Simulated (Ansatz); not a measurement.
## InAs under changes of volume

One of the cells (23.821 Å³/atom); the others are scaled copies at fixed shape and fractional positions:

```xyz
2
Lattice="0.0000 2.8773 2.8773 2.8773 0.0000 2.8773 2.8773 2.8773 0.0000" Properties=species:S:1:pos:R:3 pbc="T T T"
In    2.8773    2.8773    2.8773
As    0.0000    0.0000    0.0000
```

Measurements of this composition are mostly on another form, of space group No. 216.

```yaml
Program: Ansatz 0.2.0
Functional: PBE
Potentials_or_basis: all-electron LAPW, scalar-relativistic
Cutoff: 240 eV (chosen from the basis error)
Basis_error_allowed: 0.0005 eV/atom
k_mesh: 8 × 8 × 8
Occupations: fermi-dirac, width 0.05 eV
Spin: no spin polarisation
```

| volume (Å³/atom) | energy over the lowest point (meV/atom) | pressure (GPa) |
| --- | --- | --- |
| 22.392 | ? | ? |
| 22.868 | 7.49 | 2.7 |
| 23.344 | 1.71 | 1.2 |
| 23.821 | 0.00 | -0.1 |
| 24.297 | 1.91 | -1.2 |
| 24.774 | 7.04 | -2.2 |
| 25.250 | 15.03 | -3.1 |

Q: What does the run at 22.392 Å³/atom give?

A: Energy over the lowest point 17.85 meV/atom; pressure 4.3 GPa.

Worked out: A Birch-Murnaghan fit of order 3 (a polynomial in V^(-2/3)) to the other rows has its minimum at 23.80 Å³/atom with B0 = V·E''(V) = 61 GPa and B' = 4.9. It gives 17.84 meV/atom at 22.392 Å³/atom, against the run's 17.85, and -dE/dV = 4.3 GPa, against 4.3.

Energies are extrapolated to zero smearing.
